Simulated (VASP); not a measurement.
Runs of VASP 6.6.1 on GaN. The structure is cubic, space group F-43m (No. 216). The conventional cell has a = 4.507 Å, b = 4.507 Å, c = 4.507 Å, α = 90.00°, β = 90.00°, γ = 90.00°. Around Ga (site symmetry -43m) lie 4 N at 1.95 Å. Around N (site symmetry -43m) lie 4 Ga at 1.95 Å. The cell is a database's computed one.

```csv
task,level,cell,k mesh,cutoff (eV),grid for exact exchange (PRECFOCK),exchange at q = 0,mesh quality,gap on the mesh (eV),pressure (GPa),relaxed volume (Å³/atom)
relaxation of the atoms,r2SCAN,"atoms relaxed from: atoms moved at random, drawn with an rms of 0.1 Å",10 × 10 × 10,520,-,-,not flagged,2.12,-0.1,-
relaxation of cell and atoms,SCAN,relaxed,10 × 10 × 10,600,-,-,not flagged,(a),0.1,11.38
relaxation of cell and atoms,r2SCAN0,relaxed,5 × 5 × 5,600,Fast,default,coarse,4.16,-0.1,11.21
relaxation of cell and atoms,r2SCAN+D4,relaxed,10 × 10 × 10,600,-,-,not flagged,2.19,0.1,(b)
```

Alike in all rows: potentials or basis VASP PAW PBE potentials, release 64 (Ga_d, N); no spin polarisation; smearing gaussian 0.05 eV.

Question: Estimate the missing entries.

Answer: (a) 2.06; (b) 11.33.

Caveats: some runs use coarse meshes; the PAW data sets were made with another functional, which shifts forces and pressure a little.

A k mesh can miss the band edges, and the runs leave out spin-orbit coupling on Ga.
